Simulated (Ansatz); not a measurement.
# NaCl (Fm-3m) in Ansatz: a series of runs

The runs below take NaCl through phonons, elastic constants, with LDA.

All numbers are computed with Ansatz 0.2.0; they aren't measurements. Logs are shortened: lines on timing, memory, paths and dates and some standing lists are left out, and cuts for length are marked.

**Experimental background.**

From a printed reference work, textbook, for a bulk crystal of NaCl at 80 K: high-frequency dielectric constant 2.34.

The runs below are set against these values where they give the same quantity.

## (1) Starting point

The structure is cubic, space group Fm-3m (No. 225). The conventional cell has a = 5.588 Å, b = 5.588 Å, c = 5.588 Å, α = 90.00°, β = 90.00°, γ = 90.00°. Cl (site symmetry m-3m) is surrounded by 6 Na at 2.79 Å. Around Na (site symmetry m-3m) lie 6 Cl at 2.79 Å.

The cell is a database's computed one.

## (2) Phonons, LDA

input.yaml reads:

```yaml
crystal:
  lattice:
    - [0.0, 2.7940632177, 2.7940632177]
    - [2.7940632177, 0.0, 2.7940632177]
    - [2.7940632177, 2.7940632177, 0.0]
  atoms:
    - { symbol: Cl, position: [0.5, 0.5, 0.5] }
    - { symbol: Na, position: [0.0, 0.0, 0.0] }
hamiltonian:
  xc: lda
  pseudopotentials: { kind: paw }
kpoints:
  mp_grid: { grid: [6, 6, 6] }
scf:
  occupations: { method: fixed }
phonons:
  method: dfpt
  dielectric: true
  rigid_motions: translations
  qmesh: [2, 2, 2]
  temperatures: { t_max: 1000, t_step: 100 }
  qpath:
    path:
      - [[0.0, 0.0, 0.0], [0.5, 0.0, 0.5], [0.5, 0.25, 0.75], [0.375, 0.375, 0.75], [0.0, 0.0, 0.0], [0.5, 0.5, 0.5], [0.625, 0.25, 0.625], [0.5, 0.25, 0.75], [0.5, 0.5, 0.5], [0.375, 0.375, 0.75]]
      - [[0.625, 0.25, 0.625], [0.5, 0.0, 0.5]]
    npoints: 8
```

Potentials or basis: Ansatz PAW.

Run with:

```
> ansatz run input.yaml --threads 2 --pin off --max-ram 5632MiB --backend cpu --events-out ev --progress --plain --runs-dir out
```

What it wrote:

```text
Warning: RAYON_NUM_THREADS=2 ignored (pool sized by the plan → 2); use --threads N
Engine: ansatz 0.2.0, x86_64-unknown-linux-gnu
Pseudopotentials: kind: paw
Pseudopotential: Cl, paw, valence charge 7, recommended cutoff 420 eV (normal), Cl.paw.azcp
Pseudopotential: Na, paw, valence charge 9, recommended cutoff 420 eV (normal), Na.paw.azcp
Functional definition: SPW92
  exchange = slater_x
  correlation = pw_c
Crystal: 2 atoms, lattice volume = 43.625 Å³
Basis set: ecut = 420 eV, 869 PW (Γ), exchange–correlation on 54×54×54 points (8 copies of the dense FFT grid, shifted against one another)
Bands: 12, of which v1, the nominal top of the filled ones, is band 8 counted from 1 (7 counted from 0)
Symmetry: 48 space group operations
k-points: 30 of 216 (irreducible under 8 space group operations, time reversal used)
Non-local potential: Cl, projectors of the file, l = 0: 2, l = 1: 2, l = 2: 2
Non-local potential: Na, projectors of the file, l = 0: 3, l = 1: 2, l = 2: 1
PAW form: soft (Blöchl's): semilocal exchange-correlation on the pseudo side does not see the compensation charge
PAW frozen core: Cl, regenerated for the run's functional, and the local potential with it (the file was generated under x = pbe(κ = 0.804, μ = 0.2195149727645171), c = pbe(β = 0.06672455060314922))
PAW frozen core: Na, regenerated for the run's functional, and the local potential with it (the file was generated under x = pbe(κ = 0.804, μ = 0.2195149727645171), c = pbe(β = 0.06672455060314922))
PAW one-centre angular grid: Cl, 110 points (default); XC on 64 Gauss nodes
PAW one-centre angular grid: Na, 110 points (default); XC on 64 Gauss nodes
Initial density: superposition of atomic densities (neutral atoms: chi_scale 0, normalization atom), corrected by the library's trained network
Initial wavefunctions: pseudopotential atomic-orbital guess
Functional: x = slater, c = lda
SCF iter   1: F=—  HF=-2514.324684 eV  |F-HF|=—  |Δ(HF+E_count)|=         —  Δρ=7.22e-3  dr2=1.60e-2  ethr=1.77e-3  ⟨swp⟩=4.9  Hψ=1814  notcnv=0  defer=47
preconditioner: auto → none  [insulator: Δε(μ)=4.699 eV  Ē_g=20.591 eV  n_scr=14 (ndim 8)  ℏωp=21.0 eV  f_vac=0.027  ε∞_Penn≈2.0]
SCF iter   2: F=—  HF=-2514.315158 eV  |F-HF|=—  |Δ(HF+E_count)|=   9.53e-3  Δρ=2.60e-3  dr2=2.25e-3  ethr=9.99e-5  ⟨swp⟩=2.2  Hψ=877  notcnv=0  defer=58
SCF iter   3: F=—  HF=-2514.314454 eV  |F-HF|=—  |Δ(HF+E_count)|=   7.03e-4  Δρ=7.67e-4  dr2=2.05e-4  ethr=1.41e-5  ⟨swp⟩=2.3  Hψ=556  notcnv=0  defer=58
SCF iter   4: F=—  HF=-2514.314393 eV  |F-HF|=—  |Δ(HF+E_count)|=   6.12e-5  Δρ=2.47e-4  dr2=4.34e-5  ethr=1.28e-6  ⟨swp⟩=2.0  Hψ=542  notcnv=0  defer=58
SCF iter   5: F=—  HF=-2514.314382 eV  |F-HF|=—  |Δ(HF+E_count)|=   1.14e-5  Δρ=1.21e-4  dr2=1.07e-5  ethr=2.71e-7  ⟨swp⟩=1.0  Hψ=360  notcnv=0
SCF iter   6: F=—  HF=-2514.314380 eV  |F-HF|=—  |Δ(HF+E_count)|=   1.47e-6  Δρ=2.45e-5  dr2=4.24e-7  ethr=6.67e-8  ⟨swp⟩=2.0  Hψ=433  notcnv=0
SCF iter   7: F=—  HF=-2514.314383 eV  |F-HF|=—  |Δ(HF+E_count)|=   2.95e-6  Δρ=2.54e-6  dr2=4.42e-9  ethr=2.65e-9  ⟨swp⟩=2.0  Hψ=474  notcnv=0
SCF iter   8: F=-2514.314383 eV  HF=-2514.314383 eV  |F-HF|=1.36e-12  |Δ(HF+E_count)|=   1.27e-9  Δρ=7.62e-8  dr2=1.29e-12  ethr=1.00e-12  ⟨swp⟩=6.0  Hψ=2124  notcnv=0
SCF 1 converged in 8 iterations: F = -2514.314383 eV  dr2 = 1.29e-12
NSCF: frozen V_eff on 2 k-points
DFPT response loops at Γ: preconditioner auto → none (the input reference at scf.mixing.eps_inf says where Resta's filter doesn't serve); β = 0.50; Broyden in place of MSR1
── the response to a field inside a basis, on 6×6×6 k-points: an SCF that follows is theirs, and a resumed run solves both again ──
Bands: 9, of which v1, the nominal top of the filled ones, is band 8 counted from 1 (7 counted from 0)
[... 41 lines left out ...]
  k-point 29: bands = ["-47.1704", "-19.6961", "-19.6889", "-19.6872", "-11.1495", "-0.4947", "0.0777", "0.2912", "9.1862", "9.6341", "11.3469", "12.8878"]
--- Phonons (Γ-DFPT): 2 representative perturbations + reference, on 30 of 216 k-points (Σ response iterations 6) ---
  k mesh reduced under 8 symmetry operations, with k and −k counted as one. Each operation leaves every solved perturbation unchanged. A smaller set is not considered because the run solves the response to a homogeneous field
  ASR residual: 7.788e-5 → 0.000e0 eV/Å²; symmetrization residual: 4.415e-6 eV/Å²
  ASR residual per site (eV/Å²): 7.79e-5 2.43e-5
  Γ frequencies (cm⁻¹): 0.00 0.00 0.00 158.40 158.40 158.40
  ε∞ (high-frequency dielectric tensor):
        2.610958    -0.000000    -0.000000
       -0.000000     2.610958    -0.000000
       -0.000000    -0.000000     2.610958
  ε⁰ (static dielectric tensor: ions relaxed, cell fixed):
        6.453169     0.000000     0.000000
        0.000000     6.453169    -0.000000
        0.000000    -0.000000     6.453169
  ε⁰ − ε∞ (ionic part):
        3.842211     0.000000     0.000000
        0.000000     3.842211    -0.000000
        0.000000    -0.000000     3.842211
  softest optical mode at Γ: 158.40 cm⁻¹; the repairs (sum rule, projections) moved no ω² at Γ by more than (0.95 cm⁻¹)²
  Born effective charges Z* (e; rows j = field, columns β = displacement):
    site 0:
        -1.09176   -0.00000    0.00000
        -0.00000   -1.09176   -0.00000
        -0.00000    0.00000   -1.09176
    site 1:
         1.09176    0.00000   -0.00000
         0.00000    1.09176    0.00000
         0.00000   -0.00000    1.09176
  Z* charge neutrality: 1.733e-4 e pre-enforcement
  solved inside a basis spanned on kpoints, on 6×6×6 k-points, its susceptibility summed on 10×10×10: ε∞ is read to err by 4.9e-3, Z* by 9.5e-3 e (field_mesh: kpoints solves on kpoints); Z* is corrected for what the basis lacks
  optical modes at Γ without the LO–TO term, one row a degenerate level:
      ω (cm⁻¹)  modes    IR ((D/Å)²/amu)
        158.40      3             5.9156
  optical modes at Γ + LO–TO along q̂ = [1.0000, 0.0000, 0.0000]:
      ω (cm⁻¹)  modes    IR ((D/Å)²/amu)
        158.40      2             3.9437
        249.03      1             1.9719
  optical modes at Γ + LO–TO along q̂ = [0.0000, 1.0000, 0.0000]:
      ω (cm⁻¹)  modes    IR ((D/Å)²/amu)
        158.40      2             3.9437
        249.03      1             1.9719
  optical modes at Γ + LO–TO along q̂ = [0.0000, 0.0000, 1.0000]:
      ω (cm⁻¹)  modes    IR ((D/Å)²/amu)
        158.40      2             3.9437
        249.03      1             1.9719
--- Phonons (arbitrary-q DFPT): 3 irreducible q on the 2×2×2 mesh ---
  q = [0.0000, 0.0000, 0.0000] (star 1, of the zone-centre solve; hermiticity 6.86e-6, symmetrization 3.02e-13): -0.00 -0.00 0.00 158.40 158.40 158.40
  q = [0.0000, 0.0000, -0.5000] (star 4, 2 solved perturbations on 68 of 216 k-point pairs; hermiticity 1.59e-13, symmetrization 2.48e-12): 109.91 109.91 130.67 130.67 165.27 211.98
  q = [0.0000, -0.5000, -0.5000] (star 3, 4 solved perturbations in 152 linear systems a pass and spin channel, the states on 46 of 216 k-point pairs; hermiticity 4.33e-7, symmetrization 1.34e-12): 82.66 82.66 136.54 165.17 165.17 174.59
  sum rule: each row above includes the acoustic sum rule's correction from the zone centre's row sums; it moved no ω² by more than (0.77 cm⁻¹)²
  mesh force constants: q→R imaginary residual 2.97e-17; ASR residual 7.788e-5 → 0.000e0 eV/Å²; symmetrization residual 1.776e-15 eV/Å²
  interpolated dispersion: 83 rows × 6 modes
  density of states and harmonic sums: on the 20×20×20 q-mesh, interpolated from the force constants of a 2×2×2 supercell (with the dipole–dipole term)
  largest difference from the sums on the solved wave vectors: F 7.31e-2 eV, S 1.05e-4 and C_V 3.22e-5 eV/K
  zero-point energy: 0.051101 eV/cell   skipped modes (ω ≤ 0): 3   left out of the sums: 6.25e-5 of the cell's modes: C_V's classical limit lies that fraction below 3 k_B per atom; for a crystal, a wire or a layer, F and S can be off by more, and a phonons.interpolated_qmesh denser along its periods is the remedy for the sampling
```

optical_modes.tsv:

```text
# format = ansatz-optical-modes/1
# cell_volume_ang3 = 4.3625325464572164e1
# eps_inf = 2.6109579282129225e0 -4.047688110612549e-18 -1.3010426069826053e-18 -4.047688110612549e-18 2.6109579282129225e0 -1.734723475976807e-18 -1.3010426069826053e-18 -1.734723475976807e-18 2.6109579282129225e0
[... 8 lines left out ...]
0e0	1e0	0e0	2.4902560398111876e2	1	1.9718557148689762e0	5.409293417787337e-37	2.1501895155607637e-19	1.3096659648846541e-36	8.546984967804891e-2	5.205911029565941e-19	3.17088537652088e-36
0e0	0e0	1e0	1.5840081266348514e2	2	3.9437114297379536e0	8.546984967804895e-2	3.5648242357775547e-19	5.510333790256952e-19	8.546984967804891e-2	9.472139144957632e-18	1.0532960816632881e-33
0e0	0e0	1e0	2.4902560398111876e2	1	1.9718557148689762e0	1.595152461573912e-36	7.966542077979047e-35	-3.6923900268564792e-19	3.978666253480876e-33	-1.8440607544333686e-17	8.546984967804891e-2
```

phbands.tsv:

```text
# q_distance	omega_0_inv_cm	omega_1_inv_cm	omega_2_inv_cm	omega_3_inv_cm	omega_4_inv_cm	omega_5_inv_cm	omega_0_thz	omega_1_thz	omega_2_thz	omega_3_thz	omega_4_thz	omega_5_thz
# format = ansatz-phbands/1
[... 83 lines left out ...]
7.068553	83.792289	90.818247	134.617596	163.476807	166.053790	174.573717	2.512030	2.722663	4.035734	4.900911	4.978167	5.233588
7.118244	83.160111	86.415245	135.680549	164.417658	165.577326	174.583923	2.493077	2.590664	4.067601	4.929117	4.963883	5.233894
7.167935	82.783914	83.619295	136.322628	164.982953	165.275098	174.591072	2.481799	2.506843	4.086850	4.946064	4.954823	5.234109
7.217626	82.659063	82.659063	136.537356	165.171513	165.171513	174.593665	2.478056	2.478056	4.093287	4.951717	4.951717	5.234186
```

It took 14 s on 2 threads of Intel Xeon Platinum 8488C (Sapphire Rapids), shared host; peak memory 0.51 GiB.

What came out:

```
Free energy                                        : -2514.3144 eV
Band gap on the k mesh                             : 4.80 eV, direct
Electronic dielectric tensor (diagonal)            : 2.61
Born charges (mean of the diagonal)                : Cl -1.09; Na +1.09 e
Highest phonon frequency, LO-TO splitting left out : 212 cm⁻¹
Static dielectric tensor (diagonal)                : 6.45
```

Phonon frequencies in cm⁻¹ (negative: imaginary):
| q point | frequencies |
| --- | --- |
| (0.000, 0.000, 0.000) | 0 0 0 158 158 158 |
| (0.000, 0.000, -0.500) | 110 110 131 131 165 212 |
| (0.000, -0.500, -0.500) | 83 83 137 165 165 175 |

Electronic dielectric tensor:
```
2.61 0.00 0.00
0.00 2.61 0.00
0.00 0.00 2.61
```

Born effective charge tensors (e):
atom 1, Cl
```
-1.09  0.00  0.00
 0.00 -1.09  0.00
 0.00  0.00 -1.09
```
atom 2, Na
```
1.09 0.00 0.00
0.00 1.09 0.00
0.00 0.00 1.09
```

Static dielectric tensor, electrons and zone-centre modes:
```
6.45 0.00 0.00
0.00 6.45 0.00
0.00 0.00 6.45
```

Caveat: the q mesh is small, so phonon branches between its points and thermal values are rough; the PAW data sets come from PBE, with cores solved anew for the run's functional, which leaves a small shift of forces and pressure.

## (3) Elastic constants, LDA

input.yaml reads:

```yaml
crystal:
  lattice:
    - [0.0, 2.7940632177, 2.7940632177]
    - [2.7940632177, 0.0, 2.7940632177]
    - [2.7940632177, 2.7940632177, 0.0]
  atoms:
    - { symbol: Cl, position: [0.5, 0.5, 0.5] }
    - { symbol: Na, position: [0.0, 0.0, 0.0] }
hamiltonian:
  xc: lda
  pseudopotentials: { kind: paw }
kpoints:
  mp_grid: { grid: [6, 6, 6] }
scf:
  occupations: { method: fixed }
output:
  forces: true
  stress: true
elastic:
  mode: relaxed_ion
  stencil: two_point
```

Potentials or basis: Ansatz PAW.

Run with:

```
> ansatz run input.yaml --threads 2 --pin off --max-ram 5632MiB --backend cpu --events-out ev --progress --plain --runs-dir out
```

Wall time 2 s (2 threads of Intel Xeon Platinum 8488C (Sapphire Rapids), shared host); peak memory 0.36 GiB.

The run converged. Its results:

| Item | Value |
| --- | --- |
| Free energy | -2514.3144 eV |
| Pressure | -1.8 GPa |
| Band gap on the k mesh | 4.80 eV, direct |
| Elastic constants C11, C12, C44 | 49, 10, 13 GPa |
| Voigt bulk modulus | 23 GPa |

Levels at points of the mesh, in eV from the valence-band top:
| k point | band 4 | band 5 | band 6 | band 7 | band 8 | band 9 | band 10 | band 11 | band 12 |
| --- | --- | --- | --- | --- | --- | --- | --- | --- | --- |
| (0.00, 0.00, 0.00) | -20.75 | -12.67 | 0.00 | 0.00 | 0.00 | 4.80 | 10.78 | 10.78 | 10.78 |
| (0.00, 0.00, -0.50) | -20.76 | -12.29 | -2.10 | -0.29 | -0.29 | 6.92 | 10.49 | 10.65 | 10.65 |
| (0.00, -0.50, -0.50) | -20.76 | -12.24 | -1.81 | -0.65 | -0.65 | 7.22 | 7.68 | 11.13 | 14.59 |

Elastic tensor in Voigt notation (GPa, in the Cartesian axes of the cell as first typed):
```
49 10 10  0  0  0
10 49 10  0  0  0
10 10 49  0  0  0
 0  0  0 13  0  0
 0  0  0  0 13  0
 0  0  0  0  0 13
```

Caveat: the PAW data sets come from PBE, with cores solved anew for the run's functional, which leaves a small shift of forces and pressure.

## (4) Against experiment

Step 2. Against the measured high-frequency dielectric constant of NaCl, 2.34 (80 K; a printed reference work, textbook), the calculated 2.61 is off by +11.6 %.
